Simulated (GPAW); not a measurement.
# HgTe (I-4m2) in GPAW: relaxation of cell and atoms with r2SCAN

Aim: the relaxation of cell and atoms of HgTe with r2SCAN.

Everything below comes from runs of GPAW 26.7.0. Logs are shortened: lines on timing, memory, paths and dates and some standing lists are left out, and cuts for length are marked. The log counts tension as positive stress, the text compression.

**1. The structure**

It takes space group I-4m2 (No. 119, tetragonal). The conventional cell has a = 6.091 Å, b = 6.091 Å, c = 3.119 Å, α = 90.00°, β = 90.00°, γ = 90.00°. Hg (site symmetry -4m2) has 2 Hg at 3.12 Å and 4 Te at 3.14 Å as nearest neighbours. Te (site symmetry -4m2) has 2 Te at 3.12 Å and 4 Hg at 3.14 Å as nearest neighbours.

Measurements of this composition are mostly on another form, of space group No. 216.

**2. Relaxation of cell and atoms, r2SCAN**

run.py reads:

```python
from ase.filters import FrechetCellFilter
from ase.io import write
from ase.optimize import BFGS
from ase.spacegroup import crystal
from gpaw import GPAW, PW

# Hg 2d
# Te 2a
atoms = crystal(['Hg', 'Te'],
                basis=[[0.0, 0.5, 0.75],
                       [0.0, 0.0, 0.0]],
                spacegroup=119, setting=1,  # I-4m2
                cellpar=[6.091206, 6.091206, 3.11882, 90.0, 90.0, 90.0],
                primitive_cell=True)

calc = GPAW(mode=PW(600),
            xc='MGGA_X_R2SCAN+MGGA_C_R2SCAN',
            kpts={'size': (7, 7, 7), 'gamma': True},
            occupations={'name': 'fermi-dirac', 'width': 0.05},
            nbands=18,
            convergence={'density': 1e-06, 'energy': 1e-06, 'eigenstates': 1e-10},
            maxiter=150,
            txt='gpaw.txt')
atoms.calc = calc
opt = BFGS(FrechetCellFilter(atoms), trajectory='relax.traj', logfile='-')
done = opt.run(fmax=0.05, steps=40)
calc.write('gs.gpw')
write('result.traj', atoms)
print('Converged:', done)
print('Cell:', atoms.cell.cellpar().round(4))
print('Volume:', round(atoms.get_volume(), 4))
print(atoms.get_scaled_positions().round(5))
```

Potentials or basis: GPAW PAW data sets (gpaw-data 1.2.1), pw.

Run with:

```bash
> OMP_NUM_THREADS=1 python run.py
```

gpaw.txt:

```text
__  _  _
 | _ |_)|_||  |
 |__||  | ||/\| - 26.7.0

Input parameters:
  mode=PW(ecut=600.0),
  convergence={'density': 1e-06, 'energy': 1e-06, 'eigenstates': 1e-10},
  kpts=MonkhorstPack(size=(7, 7, 7), gamma=True),
  maxiter=150,
  nbands=18,
  occupations=Occupations(name='fermi-dirac', width=0.05),
  xc=XC(name='MGGA_X_R2SCAN+MGGA_C_R2SCAN')

Diagonalizing LCAO Hamiltonian
Converting LCAO to pw mode

       Te     Hg

Atoms  # Å, Bohr magnetons
|   | symbol |        x |        y |        z |    initial magnetic moments |
|---|--------|----------|----------|----------|-----------------------------|
| 0 |     Hg | 3.045603 | 0.000000 | 0.779705 | ( 0.0000,  0.0000,  0.0000) |
| 1 |     Te | 0.000000 | 0.000000 | 0.000000 | ( 0.0000,  0.0000,  0.0000) |

Unit cell  # Å
| periodic |         x |         y |         z |  lengths |     angles |
|----------|-----------|-----------|-----------|----------|------------|
|      yes | -3.045603 |  3.045603 |  1.559410 | 4.580737 |  96.655021 |
|      yes |  3.045603 | -3.045603 |  1.559410 | 4.580737 |  96.655021 |
|      yes |  3.045603 |  3.045603 | -1.559410 | 4.580737 | 140.194129 |
[... 206 lines left out ...]
Stress tensor  # eV/Ang^3
|         x |         y |         z |
|-----------|-----------|-----------|
| -0.001207 |  0.000000 | -0.000000 |
|  0.000000 | -0.001207 |  0.000000 |
| -0.000000 |  0.000000 |  0.024930 |

Forces  # eV/Ang
|        x |        y |       z |
|----------|----------|---------|
| -0.00000 | -0.00000 | 0.00000 |  # Hg   0
| -0.00000 |  0.00000 | 0.00000 |  # Te   1

Interpolating wave functions to new cell

       Te     Hg

Atoms  # Å, Bohr magnetons
|   | symbol |         x |         y |        z |    initial magnetic moments |
|---|--------|-----------|-----------|----------|-----------------------------|
| 0 |     Hg |  3.046363 | -0.000000 | 0.775699 | ( 0.0000,  0.0000,  0.0000) |
| 1 |     Te | -0.000000 | -0.000000 | 0.000000 | ( 0.0000,  0.0000,  0.0000) |

Unit cell  # Å
| periodic |         x |         y |         z |  lengths |     angles |
|----------|-----------|-----------|-----------|----------|------------|
|      yes | -3.046363 |  3.046363 |  1.551397 | 4.579027 |  96.591446 |
|      yes |  3.046363 | -3.046363 |  1.551397 | 4.579027 |  96.591446 |
|      yes |  3.046363 |  3.046363 | -1.551397 | 4.579027 | 140.391826 |
[... 203 lines left out ...]
No gap
No difference between direct/indirect transitions

Stress tensor  # eV/Ang^3
|         x |         y |        z |
|-----------|-----------|----------|
| -0.001837 |  0.000000 | 0.000000 |
|  0.000000 | -0.001837 | 0.000000 |
|  0.000000 |  0.000000 | 0.022534 |

Forces  # eV/Ang
|        x |       y |        z |
|----------|---------|----------|
|  0.00000 | 0.00000 |  0.00000 |  # Hg   0
| -0.00000 | 0.00000 | -0.00000 |  # Te   1

Interpolating wave functions to new cell

       Te     Hg

Atoms  # Å, Bohr magnetons
|   | symbol |         x |         y |         z |    initial magnetic moments |
|---|--------|-----------|-----------|-----------|-----------------------------|
| 0 |     Hg |  3.058336 |  0.000000 |  0.738964 | ( 0.0000,  0.0000,  0.0000) |
| 1 |     Te | -0.000000 | -0.000000 | -0.000000 | ( 0.0000,  0.0000,  0.0000) |

Unit cell  # Å
| periodic |         x |         y |         z |  lengths |     angles |
|----------|-----------|-----------|-----------|----------|------------|
|      yes | -3.058336 |  3.058336 |  1.477928 | 4.570680 |  96.001527 |
|      yes |  3.058336 | -3.058336 |  1.477928 | 4.570680 |  96.001527 |
|      yes |  3.058336 |  3.058336 | -1.477928 | 4.570680 | 142.268766 |
[... 147 lines left out ...]
|---------|-|-------------|-------|-------|
|iter:   1| |  -45.461573 | -0.02 |       |
|iter:   2| |  -35.920731 | -1.15 | -1.31 |
|iter:   3| |  -35.882628 | -2.71 | -1.45 |
|iter:   4| |  -35.841426 | -2.83 | -1.55 |
|iter:   5| |  -35.828354 | -2.81 | -1.79 |
|iter:   6| |  -35.827074 | -3.54 | -2.31 |
|iter:   7| |  -35.827321 | -4.69 | -2.79 |
|iter:   8| |  -35.827485 | -4.84 | -2.97 |
|iter:   9| |  -35.827471 | -6.24 | -3.22 |
|iter:  10| |  -35.827463c| -6.10 | -3.30 |
|iter:  11| |  -35.827465c| -6.13 | -3.50 |
|iter:  12| |  -35.827468c| -6.32 | -3.87 |
|iter:  13| |  -35.827468c| -8.35 | -5.23 |
|iter:  14| |  -35.827468c| -9.53 | -5.55 |
|iter:  15| |  -35.827468c|-10.54c| -5.93 |
|iter:  16| |  -35.827468c|-11.05c| -6.93c|

Converged in 16 steps
Energy contributions relative to reference atoms: (reference = -717946.462161)

Energy contributions:
  Kinetic:          29.792172
  Coulomb:         -23.967251
  Zero:             -2.353376
  External:          0.000000
  Xc:              -39.297801
  Entropy:          -0.002423
  Spinorbit:         0.000000
  ----------------------------
  Free energy:     -35.828679
  Extrapolated:    -35.827468
[... 27 lines left out ...]
Stress tensor  # eV/Ang^3
|         x |         y |         z |
|-----------|-----------|-----------|
| -0.004295 |  0.000000 | -0.000000 |
|  0.000000 | -0.004295 |  0.000000 |
| -0.000000 |  0.000000 | -0.019189 |

Forces  # eV/Ang
|        x |        y |       z |
|----------|----------|---------|
| -0.00000 | -0.00000 | 0.00000 |  # Hg   0
| -0.00000 |  0.00000 | 0.00000 |  # Te   1

Interpolating wave functions to new cell

       Te     Hg

Atoms  # Å, Bohr magnetons
|   | symbol |         x |        y |         z |    initial magnetic moments |
|---|--------|-----------|----------|-----------|-----------------------------|
| 0 |     Hg |  3.055059 | 0.000000 |  0.754762 | ( 0.0000,  0.0000,  0.0000) |
| 1 |     Te | -0.000000 | 0.000000 | -0.000000 | ( 0.0000,  0.0000,  0.0000) |

Unit cell  # Å
| periodic |         x |         y |         z |  lengths |     angles |
|----------|-----------|-----------|-----------|----------|------------|
|      yes | -3.055059 |  3.055059 |  1.509524 | 4.576618 |  96.245592 |
|      yes |  3.055059 | -3.055059 |  1.509524 | 4.576618 |  96.245592 |
|      yes |  3.055059 |  3.055059 | -1.509524 | 4.576618 | 141.482614 |
[... 207 lines left out ...]
Stress tensor  # eV/Ang^3
|         x |         y |         z |
|-----------|-----------|-----------|
| -0.003197 | -0.000000 |  0.000000 |
| -0.000000 | -0.003197 | -0.000000 |
|  0.000000 | -0.000000 |  0.003786 |

Forces  # eV/Ang
|       x |        y |       z |
|---------|----------|---------|
| 0.00000 | -0.00000 | 0.00000 |  # Hg   0
| 0.00000 | -0.00000 | 0.00000 |  # Te   1

Interpolating wave functions to new cell

       Te     Hg

Atoms  # Å, Bohr magnetons
|   | symbol |         x |        y |         z |    initial magnetic moments |
|---|--------|-----------|----------|-----------|-----------------------------|
| 0 |     Hg |  3.057770 | 0.000000 |  0.751806 | ( 0.0000,  0.0000,  0.0000) |
| 1 |     Te | -0.000000 | 0.000000 | -0.000000 | ( 0.0000,  0.0000,  0.0000) |

Unit cell  # Å
| periodic |         x |         y |         z |  lengths |     angles |
|----------|-----------|-----------|-----------|----------|------------|
|      yes | -3.057770 |  3.057770 |  1.503612 | 4.578292 |  96.192024 |
|      yes |  3.057770 | -3.057770 |  1.503612 | 4.578292 |  96.192024 |
|      yes |  3.057770 |  3.057770 | -1.503612 | 4.578292 | 141.653960 |
[... 206 lines left out ...]
Stress tensor  # eV/Ang^3
|         x |         y |         z |
|-----------|-----------|-----------|
| -0.002905 |  0.000000 |  0.000000 |
|  0.000000 | -0.002905 | -0.000000 |
|  0.000000 | -0.000000 |  0.000143 |

Forces  # eV/Ang
|        x |       y |        z |
|----------|---------|----------|
| -0.00000 | 0.00000 | -0.00000 |  # Hg   0
|  0.00000 | 0.00000 |  0.00000 |  # Te   1

Interpolating wave functions to new cell

       Te     Hg

Atoms  # Å, Bohr magnetons
|   | symbol |         x |        y |         z |    initial magnetic moments |
|---|--------|-----------|----------|-----------|-----------------------------|
| 0 |     Hg |  3.060906 | 0.000000 |  0.750756 | ( 0.0000,  0.0000,  0.0000) |
| 1 |     Te | -0.000000 | 0.000000 | -0.000000 | ( 0.0000,  0.0000,  0.0000) |

Unit cell  # Å
| periodic |         x |         y |         z |  lengths |     angles |
|----------|-----------|-----------|-----------|----------|------------|
|      yes | -3.060906 |  3.060906 |  1.501513 | 4.581793 |  96.165214 |
|      yes |  3.060906 | -3.060906 |  1.501513 | 4.581793 |  96.165214 |
|      yes |  3.060906 |  3.060906 | -1.501513 | 4.581793 | 141.739964 |
[... 206 lines left out ...]
Stress tensor  # eV/Ang^3
|         x |         y |         z |
|-----------|-----------|-----------|
| -0.002281 | -0.000000 | -0.000000 |
| -0.000000 | -0.002281 |  0.000000 |
| -0.000000 |  0.000000 | -0.001099 |

Forces  # eV/Ang
|       x |        y |        z |
|---------|----------|----------|
| 0.00000 | -0.00000 |  0.00000 |  # Hg   0
| 0.00000 |  0.00000 | -0.00000 |  # Te   1

Interpolating wave functions to new cell

       Te     Hg

Atoms  # Å, Bohr magnetons
|   | symbol |        x |        y |         z |    initial magnetic moments |
|---|--------|----------|----------|-----------|-----------------------------|
| 0 |     Hg | 3.066580 | 0.000000 |  0.750250 | ( 0.0000,  0.0000,  0.0000) |
| 1 |     Te | 0.000000 | 0.000000 | -0.000000 | ( 0.0000,  0.0000,  0.0000) |

Unit cell  # Å
| periodic |         x |         y |         z |  lengths |     angles |
|----------|-----------|-----------|-----------|----------|------------|
|      yes | -3.066580 |  3.066580 |  1.500501 | 4.589044 |  96.137356 |
|      yes |  3.066580 | -3.066580 |  1.500501 | 4.589044 |  96.137356 |
|      yes |  3.066580 |  3.066580 | -1.500501 | 4.589044 | 141.829510 |
[... 148 lines left out ...]
|iter:   1| |  -44.920965 | -0.99 |       |
|iter:   2| |  -35.835627 | -1.10 | -1.90 |
|iter:   3| |  -35.837909 | -3.17 | -2.53 |
|iter:   4| |  -35.837051 | -4.20 | -2.57 |
|iter:   5| |  -35.837035 | -5.81 | -3.20 |
|iter:   6| |  -35.836992 | -5.57 | -3.24 |
|iter:   7| |  -35.836979 | -6.86 | -3.22 |
|iter:   8| |  -35.836972c| -6.54 | -3.29 |
|iter:   9| |  -35.836974c| -7.39 | -3.39 |
|iter:  10| |  -35.836973c| -6.83 | -3.42 |
|iter:  11| |  -35.836975c| -7.75 | -3.54 |
|iter:  12| |  -35.836975c| -6.21 | -3.50 |
|iter:  13| |  -35.836977c| -6.69 | -3.86 |
|iter:  14| |  -35.836977c| -8.12 | -5.00 |
|iter:  15| |  -35.836977c| -8.68 | -5.31 |
|iter:  16| |  -35.836977c|-10.07c| -5.89 |
|iter:  17| |  -35.836977c|-10.34c| -6.52c|

Converged in 17 steps
Energy contributions relative to reference atoms: (reference = -717946.462161)

Energy contributions:
  Kinetic:          27.757195
  Coulomb:         -22.310485
  Zero:             -2.349260
  External:          0.000000
  Xc:              -38.933209
  Entropy:          -0.002437
  Spinorbit:         0.000000
  ----------------------------
  Free energy:     -35.838196
  Extrapolated:    -35.836977
[... 27 lines left out ...]
Stress tensor  # eV/Ang^3
|         x |         y |         z |
|-----------|-----------|-----------|
| -0.001018 |  0.000000 | -0.000000 |
|  0.000000 | -0.001018 |  0.000000 |
| -0.000000 |  0.000000 | -0.001484 |

Forces  # eV/Ang
|       x |        y |        z |
|---------|----------|----------|
| 0.00000 |  0.00000 |  0.00000 |  # Hg   0
| 0.00000 | -0.00000 | -0.00000 |  # Te   1

# Writing to gs.gpw (mode='')
```

It took 18 min on 1 thread of Arm Neoverse V2, shared host; peak memory 1 GiB.

What came out:

* Free energy: -35.8382 eV
* Relaxed volume: 28.22 Å³/atom
* Relaxed cell: a = 4.589 Å, b = 4.589 Å, c = 4.589 Å, α = 96.14°, β = 96.14°, γ = 141.83°
* Space group after relaxing (to 0.05 Å): I-4m2 (No. 119)
* Energy gained by relaxing: 16.2 meV/atom
* Ionic steps: 7
* Pressure after relaxing: 0.2 GPa
* Band gap on the k mesh: none (metal or under the smearing width)

Step by step:
| step | energy change (eV) | largest force (eV/Å) | pressure (GPa) | volume (Å³) |
| --- | --- | --- | --- | --- |
| 1 | 0.0000 | 0.0000 | -1.20 | 57.86 |
| 2 | -0.0071 | 0.0000 | -1.01 | 57.59 |
| 3 | -0.0228 | 0.0000 | 1.48 | 55.29 |
| 4 | -0.0309 | 0.0000 | 0.14 | 56.36 |
| 5 | -0.0318 | 0.0000 | 0.30 | 56.23 |
| 6 | -0.0320 | 0.0000 | 0.30 | 56.27 |
| 7 | -0.0323 | 0.0000 | 0.19 | 56.44 |

Final structure:
```
CELL_PARAMETERS angstrom
-3.06658 3.06658 1.50050
3.06658 -3.06658 1.50050
3.06658 3.06658 -1.50050
ATOMIC_POSITIONS crystal
Hg 0.25000 0.75000 0.50000
Te 0.00000 0.00000 0.00000
```

Levels at points of the mesh, in eV from the Fermi level:
| k point | band 8 | band 9 | band 10 | band 11 | band 12 | band 13 | band 14 |
| --- | --- | --- | --- | --- | --- | --- | --- |
| (0.00, 0.00, 0.00) | -6.75 | -6.75 | -3.69 | -2.98 | -2.98 | 4.33 | 4.70 |

Caveat: later steps reuse the first step's grids; the PAW data sets were made with another functional, which shifts forces and pressure a little; the program warned that so skewed a cell can give wrong results. Spin-orbit coupling is left out, which matters for the levels of Hg, Te.
